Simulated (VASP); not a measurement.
# HgTe in VASP: relaxing the cell with several functionals

Cell and atoms of HgTe built on the rocksalt prototype are relaxed with PBE, PBEsol and LDA. The results are then set beside those of Ansatz 0.2.0 from the same starts. This is a trial cell built on a prototype, not taken from a measured structure, and it needn't be the compound's ground state.

Program: VASP 6.6.1. PAW datasets, plane waves, zero pressure. Simulation only: spin-unpolarised, and no claim that this is the phase found in nature.

**1. The cell**

Space group Fm-3m (No. 225), cubic; a = 5.759 Å in the conventional setting, 23.87 Å³ an atom. Around Hg lie 6 Te at 2.88 Å; around Te lie 6 Hg at 2.88 Å.

Coordinates:

Space group Fm-3m (No. 225). a = 5.759 Å, b = 5.759 Å, c = 5.759 Å, α = 90.00°, β = 90.00°, γ = 90.00°
```tsv
atom	site	symmetry	x	y	z
Hg	4a	m-3m	0.0000	0.0000	0.0000
Te	4b	m-3m	0.5000	0.0000	0.0000
```

**2. PBE: cell and atoms**

INCAR reads:

```
ENCUT = 600.000000
SIGMA = 0.020000
EDIFF = 1.00e-07
EDIFFG = -5.00e-03
GGA = PE
PREC = Accurate
IBRION = 2
ISIF = 3
ISMEAR = -1
NBANDS = 16
NELM = 120
NSW = 40
LASPH = .TRUE.
LCHARG = .FALSE.
LWAVE = .FALSE.
LREAL = .FALSE.
```

KPOINTS reads:

```
KPOINTS created by Atomic Simulation Environment
0
Gamma
8 8 8
0 0 0
```

POSCAR reads:

```
Hg Te
 1.0000000000000000
     0.0000000000000000    2.8793700000000002    2.8793700000000002
     2.8793700000000002    0.0000000000000000    2.8793700000000002
     2.8793700000000002    2.8793700000000002    0.0000000000000000
 Hg  Te
   1   1
Cartesian
  0.0000000000000000  0.0000000000000000  0.0000000000000000
  2.8793700000000002  2.8793700000000002  2.8793700000000002
```

Potentials: the recommended PBE PAW datasets, 18 valence electrons in the neutral cell.

Started as:

```
$ mpirun -np 1 vasp_std
```

The first run moved the cell so far that it was started again from its end, on a fresh basis. The second run's POSCAR:

```
Hg Te
 1.0000000000000000
     0.0000000000000000    3.0720452108587382    3.0720452108587382
     3.0720452108587382   -0.0000000000000000    3.0720452108587382
     3.0720452108587382    3.0720452108587382    0.0000000000000000
 Hg  Te
   1   1
Cartesian
  0.0000000000000000  0.0000000000000000  0.0000000000000000
  3.0720452108587382  3.0720452108587382  3.0720452108587382
```

The files below are the second run's.

Standard output, without the iteration lines:

```text
POSCAR found type information on POSCAR HgTe
 POSCAR found :  2 types and       2 ions
 LDA part: xc-table for (Slater+PW92), standard interpolation
 POSCAR, INCAR and KPOINTS ok, starting setup
 FFT: planning ... GRIDC
 FFT: planning ... GRID_SOFT
 FFT: planning ... GRID
 WAVECAR not read
 WARNING: random wavefunctions but no delay for mixing, default for NELMDL
 entering main loop
 curvature:   0.00 expect dE= 0.000E+00 dE for cont linesearch  0.000E+00
 search vector abs. value=  0.121E-04
 bond charge predicted
 reached required accuracy - stopping structural energy minimisation
```

OSZICAR:

```text
N       E                     dE             d eps       ncg     rms          rms(c)
DAV:   1     0.112257179661E+03    0.11226E+03   -0.89771E+03   944   0.111E+03
DAV:   2     0.215004616363E+00   -0.11204E+03   -0.10288E+03  1088   0.242E+02
DAV:   3    -0.351680619077E+01   -0.37318E+01   -0.37185E+01  1136   0.448E+01
DAV:   4    -0.354325631931E+01   -0.26450E-01   -0.26448E-01  1248   0.357E+00
DAV:   5    -0.354356664941E+01   -0.31033E-03   -0.31033E-03  1208   0.312E-01    0.678E+00
DAV:   6    -0.334099663699E+01    0.20257E+00   -0.40675E-01  1112   0.799E+00    0.536E+00
DAV:   7    -0.333900600371E+01    0.19906E-02   -0.59744E-02  1080   0.168E+00    0.202E+00
DAV:   8    -0.333833655915E+01    0.66944E-03   -0.52300E-03  1080   0.803E-01    0.463E-01
DAV:   9    -0.333829916231E+01    0.37397E-04   -0.76462E-04  1200   0.292E-01    0.480E-02
DAV:  10    -0.333831013159E+01   -0.10969E-04   -0.64507E-05  1224   0.801E-02    0.307E-02
DAV:  11    -0.333831886867E+01   -0.87371E-05   -0.10371E-05  1112   0.233E-02    0.947E-03
DAV:  12    -0.333831906859E+01   -0.19991E-06   -0.77280E-07  1128   0.593E-03    0.390E-03
DAV:  13    -0.333831889316E+01    0.17543E-06   -0.70281E-08   872   0.252E-03    0.280E-03
DAV:  14    -0.333831883003E+01    0.63134E-07   -0.11590E-08   624   0.107E-03
   1 F= -.33383188E+01 E0= -.33365332E+01  d E =-.333832E+01
       N       E                     dE             d eps       ncg     rms          rms(c)
DAV:   1    -0.333846261752E+01   -0.14372E-03   -0.26099E-03  1096   0.526E-01    0.942E-02
DAV:   2    -0.333833933750E+01    0.12328E-03   -0.27182E-04  1056   0.209E-01    0.277E-02
DAV:   3    -0.333832576175E+01    0.13576E-04   -0.27780E-05  1104   0.462E-02    0.275E-02
DAV:   4    -0.333832328153E+01    0.24802E-05   -0.22501E-06  1072   0.103E-02    0.776E-03
DAV:   5    -0.333832282506E+01    0.45648E-06   -0.29206E-07  1032   0.618E-03    0.362E-03
DAV:   6    -0.333832274635E+01    0.78702E-07   -0.73939E-08   576   0.301E-03
   2 F= -.33383227E+01 E0= -.33365313E+01  d E =-.391633E-05
```

Parts of OUTCAR:

```text
k-points           NKPTS =     29   k-points in BZ     NKDIM =     29   number of bands    NBANDS=     16

   NELECT =      18.0000    total number of electrons

   dimension x,y,z NGX =    36 NGY =   36 NGZ =   36
   dimension x,y,z NGXF=    72 NGYF=   72 NGZF=   72

  energy-cutoff  :      600.00
  volume of cell :       58.04
      direct lattice vectors                 reciprocal lattice vectors
     0.000000000  3.073004745  3.073004745    -0.162707201  0.162707201  0.162707201
     3.073004745  0.000000000  3.073004745     0.162707201 -0.162707201  0.162707201
     3.073004745  3.073004745  0.000000000     0.162707201  0.162707201 -0.162707201

 k-points in reciprocal lattice and weights: KPOINTS created by Atomic Simulation Env
   0.00000000  0.00000000  0.00000000       0.002
   0.12500000  0.00000000  0.00000000       0.016
   0.25000000  0.00000000  0.00000000       0.016
   0.37500000  0.00000000  0.00000000       0.016
   0.50000000  0.00000000  0.00000000       0.008
   0.12500000  0.12500000  0.00000000       0.012
   0.25000000  0.12500000  0.00000000       0.047
   0.37500000  0.12500000  0.00000000       0.047
[... 21 more k-points ...]

 E-fermi :   4.2086

 k-point     1 :       0.0000    0.0000    0.0000
  band No.  band energies     occupation
      1      -7.7394      2.00000
      2      -2.4755      2.00000
      3      -2.4755      2.00000
      4      -2.4176      2.00000
      5      -2.4176      2.00000
      6      -2.4176      2.00000
      7       3.0947      2.00000
      8       3.4690      2.00000
      9       3.4690      2.00000
     10       3.4690      2.00000
     11      11.7629      0.00000
     12      11.7629      0.00000
     13      11.7629      0.00000
     14      11.8648      0.00000
     15      11.8648      0.00000
     16      11.8648      0.00000

 k-point     2 :       0.1250    0.0000    0.0000
  band No.  band energies     occupation
      1      -7.6107      2.00000
      2      -2.5226      2.00000
      3      -2.5226      2.00000
      4      -2.4341      2.00000
      5      -2.3986      2.00000
      6      -2.3986      2.00000
      7       1.5847      2.00000
      8       3.5842      2.00000
      9       3.5842      2.00000
     10       4.9029      0.00000
     11      10.2384      0.00000
     12      10.8205      0.00000
     13      10.8205      0.00000
     14      11.8328      0.00000
     15      12.2105      0.00000
     16      12.2105      0.00000

 k-point     3 :       0.2500    0.0000    0.0000
  band No.  band energies     occupation
      1      -7.2580      2.00000
      2      -2.6395      2.00000
      3      -2.6395      2.00000
      4      -2.5049      2.00000
      5      -2.3433      2.00000
      6      -2.3433      2.00000
      7       0.0834      2.00000
      8       3.8806      2.00000
      9       3.8806      2.00000
     10       6.1207      0.00000
     11       8.8354      0.00000
     12       9.5197      0.00000
     13       9.5197      0.00000
     14      12.0167      0.00000
     15      12.9543      0.00000
     16      12.9543      0.00000

 k-point     4 :       0.3750    0.0000    0.0000
  band No.  band energies     occupation
      1      -6.8147      2.00000
      2      -2.7510      2.00000
      3      -2.7510      2.00000
      4      -2.6904      2.00000
      5      -2.2854      2.00000
      6      -2.2854      2.00000
      7      -0.9398      2.00000
      8       4.2215      0.68777
      9       4.2215      0.68777
     10       6.7031      0.00000
     11       7.9650      0.00000
     12       8.5247      0.00000
     13       8.5247      0.00000
     14      13.1565      0.00000
     15      14.0955      0.00000
     16      14.0955      0.00000

[... the tables of k-points 5 to 29 left out ...]

  Total       -0.0006537     -0.0006537     -0.0006537      0.0000000     -0.0000000      0.0000000
  in kB       -0.0180446     -0.0180446     -0.0180446      0.0000000     -0.0000000      0.0000000
  external PRESSURE =      -0.0180446 kB  Pullay stress =       0.0000000 kB

 POSITION                                       TOTAL-FORCE (eV/Angst)
 -----------------------------------------------------------------------------------
      6.14601      3.07300      3.07300        -0.000000      0.000000     -0.000000
      3.07300      3.07300      3.07300         0.000000     -0.000000      0.000000
 -----------------------------------------------------------------------------------
    total drift:                                0.000000      0.000000      0.000000

  FREE ENERGIE OF THE ION-ELECTRON SYSTEM (eV)
  ---------------------------------------------------
  free  energy   TOTEN  =        -3.3383227464 eV

  energy  without entropy=       -3.3347397626  energy(sigma->0) =       -3.33653125
```

CONTCAR

```
Hg Te
   1.00000000000000
     0.0000000000000000    3.0730047453511968    3.0730047453511968
     3.0730047453511968    0.0000000000000000    3.0730047453511968
     3.0730047453511968    3.0730047453511968    0.0000000000000000
  Hg              Te
     1     1
Direct
     0.0000000000000000    1.0000000000000000    1.0000000000000000
     0.5000000000000000    0.5000000000000000    0.5000000000000000

  0.00000000E+00  0.00000000E+00  0.00000000E+00
  0.00000000E+00  0.00000000E+00  0.00000000E+00
```

Hardware: 1 MPI rank of Intel Xeon Platinum 8488C, shared host.

The path of the relaxation:

```csv
step,energy change (meV/atom),largest force (eV/Å),pressure (GPa),volume (Å³/atom)
1,0.0,0.0000,0.04,28.992
2,0.0,0.0000,0.00,29.019
```

```
                       before   after    change
                a (Å)   5.759   6.146   +6.72 %
     volume (Å³/atom)  23.872  29.019  +21.56 %
shortest distance (Å)   2.879   3.073   +6.72 %
          space group   Fm-3m   Fm-3m      same
```

**3. Relaxation with PBEsol**

This run has another start. The cell comes from an earlier relaxation with PBE in another program.

INCAR, as its differences from that of step 2:

```diff
@@ -4,3 +4,3 @@
 EDIFFG = -5.00e-03
-GGA = PE
+GGA = PS
 PREC = Accurate
```

KPOINTS reads:

```
KPOINTS created by Atomic Simulation Environment
0
Gamma
6 6 6
0 0 0
```

POSCAR reads:

```
Hg Te
 1.0000000000000000
     0.0000000000000000    3.0695573675518215    3.0695573675518215
     3.0695573675518215    0.0000000000000000    3.0695573675518215
     3.0695573675518215    3.0695573675518215   -0.0000000000000000
 Hg  Te
   1   1
Cartesian
 -0.0000000000000000 -0.0000000000000000  0.0000000000000000
  3.0695573675518215  3.0695573675518215  3.0695573675518215
```

Started as:

```
$ mpirun -np 1 vasp_std
```

The first run moved the cell so far that it was started again from its end, on a fresh basis. The second run's POSCAR:

```
Hg Te
 1.0000000000000000
     0.0000000000000000    3.0047903663948961    3.0047903663948961
     3.0047903663948961   -0.0000000000000000    3.0047903663948961
     3.0047903663948961    3.0047903663948961   -0.0000000000000000
 Hg  Te
   1   1
Cartesian
  0.0000000000000000  0.0000000000000000  0.0000000000000000
  3.0047903663948961  3.0047903663948961  3.0047903663948969
```

The files below are the second run's.

Printed to the terminal (iteration lines stand in OSZICAR):

```text
POSCAR found type information on POSCAR HgTe
 POSCAR found :  2 types and       2 ions
 -----------------------------------------------------------------------------
|                                                                             |
|                                                                             |
|     You enforced a specific xc type in the INCAR file but a different       |
|     I HOPE YOU KNOW WHAT YOU ARE DOING!                                     |
|                                                                             |
 -----------------------------------------------------------------------------

 LDA part: xc-table for (Slater+PW92), standard interpolation
 POSCAR, INCAR and KPOINTS ok, starting setup
 FFT: planning ... GRIDC
 FFT: planning ... GRID_SOFT
 FFT: planning ... GRID
 WAVECAR not read
 WARNING: random wavefunctions but no delay for mixing, default for NELMDL
 entering main loop
 curvature:   0.00 expect dE= 0.000E+00 dE for cont linesearch  0.000E+00
 search vector abs. value=  0.288E-06
 reached required accuracy - stopping structural energy minimisation
```

OSZICAR:

```text
N       E                     dE             d eps       ncg     rms          rms(c)
DAV:   1     0.107944299583E+03    0.10794E+03   -0.90981E+03   512   0.113E+03
DAV:   2    -0.103971649976E+01   -0.10898E+03   -0.10076E+03   600   0.240E+02
DAV:   3    -0.444488126019E+01   -0.34052E+01   -0.33933E+01   624   0.437E+01
DAV:   4    -0.446653963601E+01   -0.21658E-01   -0.21656E-01   672   0.341E+00
DAV:   5    -0.446690276978E+01   -0.36313E-03   -0.36312E-03   672   0.398E-01    0.815E+00
DAV:   6    -0.425467440622E+01    0.21223E+00   -0.44717E-01   592   0.889E+00    0.627E+00
DAV:   7    -0.424781780779E+01    0.68566E-02   -0.68657E-02   624   0.182E+00    0.223E+00
DAV:   8    -0.424619152792E+01    0.16263E-02   -0.61101E-03   584   0.900E-01    0.545E-01
DAV:   9    -0.424597884409E+01    0.21268E-03   -0.42117E-04   648   0.219E-01    0.526E-02
DAV:  10    -0.424598517637E+01   -0.63323E-05   -0.44842E-05   608   0.590E-02    0.336E-02
DAV:  11    -0.424598761743E+01   -0.24411E-05   -0.52142E-06   632   0.154E-02    0.129E-02
DAV:  12    -0.424598748454E+01    0.13289E-06   -0.74865E-07   584   0.624E-03    0.469E-03
DAV:  13    -0.424598744588E+01    0.38666E-07   -0.64314E-08   416   0.202E-03
   1 F= -.42459874E+01 E0= -.42443958E+01  d E =-.424599E+01
```

From OUTCAR:

```text
k-points           NKPTS =     16   k-points in BZ     NKDIM =     16   number of bands    NBANDS=     16

   NELECT =      18.0000    total number of electrons

   dimension x,y,z NGX =    36 NGY =   36 NGZ =   36
   dimension x,y,z NGXF=    72 NGYF=   72 NGZF=   72

  energy-cutoff  :      600.00
  volume of cell :       54.26
      direct lattice vectors                 reciprocal lattice vectors
     0.000000000  3.004790366  3.004790366    -0.166400959  0.166400959  0.166400959
     3.004790366  0.000000000  3.004790366     0.166400959 -0.166400959  0.166400959
     3.004790366  3.004790366  0.000000000     0.166400959  0.166400959 -0.166400959

 k-points in reciprocal lattice and weights: KPOINTS created by Atomic Simulation Env
   0.00000000  0.00000000  0.00000000       0.005
   0.16666667  0.00000000  0.00000000       0.037
   0.33333333  0.00000000  0.00000000       0.037
   0.50000000  0.00000000  0.00000000       0.019
   0.16666667  0.16666667  0.00000000       0.028
   0.33333333  0.16666667  0.00000000       0.111
   0.50000000  0.16666667  0.00000000       0.111
  -0.33333333  0.16666667  0.00000000       0.111
[... 8 more k-points ...]

 E-fermi :   4.8675

 k-point     1 :       0.0000    0.0000    0.0000
  band No.  band energies     occupation
      1      -7.6426      2.00000
      2      -2.0973      2.00000
      3      -2.0973      2.00000
      4      -2.0332      2.00000
      5      -2.0332      2.00000
      6      -2.0332      2.00000
      7       3.9142      2.00000
      8       3.9738      2.00000
      9       3.9738      2.00000
     10       3.9738      2.00000
     11      12.3695      0.00000
     12      12.3695      0.00000
     13      12.3695      0.00000
     14      12.5831      0.00000
     15      12.5831      0.00000
     16      12.5831      0.00000

 k-point     2 :       0.1667    0.0000    0.0000
  band No.  band energies     occupation
      1      -7.3851      2.00000
      2      -2.1979      2.00000
      3      -2.1979      2.00000
      4      -2.0766      2.00000
      5      -1.9904      2.00000
      6      -1.9904      2.00000
      7       1.5225      2.00000
      8       4.2099      2.00000
      9       4.2099      2.00000
     10       6.1782      0.00000
     11      10.2845      0.00000
     12      11.0012      0.00000
     13      11.0012      0.00000
     14      12.3077      0.00000
     15      13.0548      0.00000
     16      13.0548      0.00000

 k-point     3 :       0.3333    0.0000    0.0000
  band No.  band energies     occupation
      1      -6.7328      2.00000
      2      -2.3943      2.00000
      3      -2.3943      2.00000
      4      -2.3127      2.00000
      5      -1.8917      2.00000
      6      -1.8917      2.00000
      7      -0.3483      2.00000
      8       4.7405      1.99651
      9       4.7405      1.99651
     10       7.2568      0.00000
     11       8.8989      0.00000
     12       9.3268      0.00000
     13       9.3268      0.00000
     14      13.2606      0.00000
     15      14.3669      0.00000
     16      14.3669      0.00000

 k-point     4 :       0.5000    0.0000    0.0000
  band No.  band energies     occupation
      1      -6.2752      2.00000
      2      -2.6681      2.00000
      3      -2.4863      2.00000
      4      -2.4863      2.00000
      5      -1.8404      2.00000
      6      -1.8404      2.00000
      7      -0.9516      2.00000
      8       5.0695      0.00008
      9       5.0695      0.00008
     10       7.2333      0.00000
     11       8.5965      0.00000
     12       8.5965      0.00000
     13       8.6313      0.00000
     14      15.1554      0.00000
     15      15.7450      0.00000
     16      15.7450      0.00000

[... the tables of k-points 5 to 16 left out ...]

  Total       -0.0019959     -0.0019959     -0.0019959     -0.0000000     -0.0000000      0.0000000
  in kB       -0.0589343     -0.0589343     -0.0589343     -0.0000000     -0.0000000      0.0000000
  external PRESSURE =      -0.0589343 kB  Pullay stress =       0.0000000 kB

 POSITION                                       TOTAL-FORCE (eV/Angst)
 -----------------------------------------------------------------------------------
      0.00000      0.00000      0.00000        -0.000000     -0.000000      0.000000
      3.00479      3.00479      3.00479         0.000000      0.000000     -0.000000
 -----------------------------------------------------------------------------------
    total drift:                               -0.000000      0.000000      0.000000

  FREE ENERGIE OF THE ION-ELECTRON SYSTEM (eV)
  ---------------------------------------------------
  free  energy   TOTEN  =        -4.2459874459 eV

  energy  without entropy=       -4.2428041787  energy(sigma->0) =       -4.24439581
```

CONTCAR

```
Hg Te
   1.00000000000000
     0.0000000000000000    3.0047903663948961    3.0047903663948961
     3.0047903663948961    0.0000000000000000    3.0047903663948961
     3.0047903663948961    3.0047903663948961    0.0000000000000000
  Hg              Te
     1     1
Direct
     0.0000000000000000    0.0000000000000000    0.0000000000000000
     0.5000000000000000    0.5000000000000000    0.5000000000000000

  0.00000000E+00  0.00000000E+00  0.00000000E+00
  0.00000000E+00  0.00000000E+00  0.00000000E+00
```

Hardware: 1 MPI rank of Intel Xeon Platinum 8488C, shared host.

|  | before | after | change |
| --- | --- | --- | --- |
| a (Å) | 6.139 | 6.010 | -2.11 % |
| volume (Å³/atom) | 28.922 | 27.130 | -6.20 % |
| shortest distance (Å) | 3.070 | 3.005 | -2.11 % |
| space group | Fm-3m | Fm-3m | same |

(Part 1 of 2 ends here.)
